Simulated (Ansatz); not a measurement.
# SrO: the cost of one run

Computed with Ansatz 0.2.0 (DFT LDA, scalar-relativistic, unless a step's input says otherwise).

**1. The starting structure**

It takes space group Fm-3m (No. 225, cubic). The conventional cell has a = 5.140 Å, b = 5.140 Å, c = 5.140 Å, α = 90.00°, β = 90.00°, γ = 90.00°. Around Sr (site symmetry m-3m) lie 6 O at 2.57 Å. O (site symmetry m-3m) has 6 Sr at 2.57 Å as nearest neighbours.

Coordinates:

```cif
data_structure
_symmetry_space_group_name_H-M 'P 1'
_symmetry_Int_Tables_number 1
_cell_length_a 3.6342
_cell_length_b 3.6342
_cell_length_c 3.6342
_cell_angle_alpha 60.000
_cell_angle_beta 60.000
_cell_angle_gamma 60.000
_cell_volume 33.94
loop_
_atom_site_label
_atom_site_type_symbol
_atom_site_fract_x
_atom_site_fract_y
_atom_site_fract_z
_atom_site_occupancy
Sr1 Sr 0.00000 0.00000 0.00000 1
O1 O 0.50000 0.50000 0.50000 1
```

Atoms are numbered in the order of the input: Sr1, O2.

**2. After the deformation**

Space group Fm-3m before, I4/mmm after.

**3. Full-potential LAPW**

input.yaml reads:

```yaml
crystal:
  lattice:
    - [0.0, 2.492706, 2.5698]
    - [2.492706, 0.0, 2.5698]
    - [2.492706, 2.492706, 0.0]
  atoms:
    - { symbol: Sr, position: [0.0, 0.0, 0.0] }
    - { symbol: O, position: [0.5, 0.5, 0.5] }
kpoints:
  mp_grid: { grid: [8, 8, 8] }
  band_path:
    path:
      - [0.0, 0.0, 0.0]
      - [0.0, 0.5, 0.5]
      - [0.25, 0.75, 0.5]
      - [0.0, 0.5, 0.0]
      - [0.0, 0.0, 0.0]
      - [0.5, 0.5, 0.0]
      - [0.3676125, 0.6323875, 0.0]
      - [-0.3676125, 0.3676125, 0.0]
      - [0.0, 0.0, 0.0]
    npoints: 5
scf:
  occupations: { method: fermi_dirac, width: 0.02 }
hamiltonian:
  xc: lda
  pseudopotentials: { kind: all_electron, lapw: { basis_error: 0.00025 } }
output:
  forces: true
  stress: true
  eigenvalues: true
```

On the command line:

```bash
ansatz run input.yaml --threads 1 --pin off --max-ram 3072MiB --backend cpu --events-out ev --progress --plain --runs-dir out
```

Q: Estimate wall time and peak memory on 1 thread of Intel Xeon Platinum 8488C (Sapphire Rapids), shared host.

About 9.2 s, with a peak of 0.38 GiB.
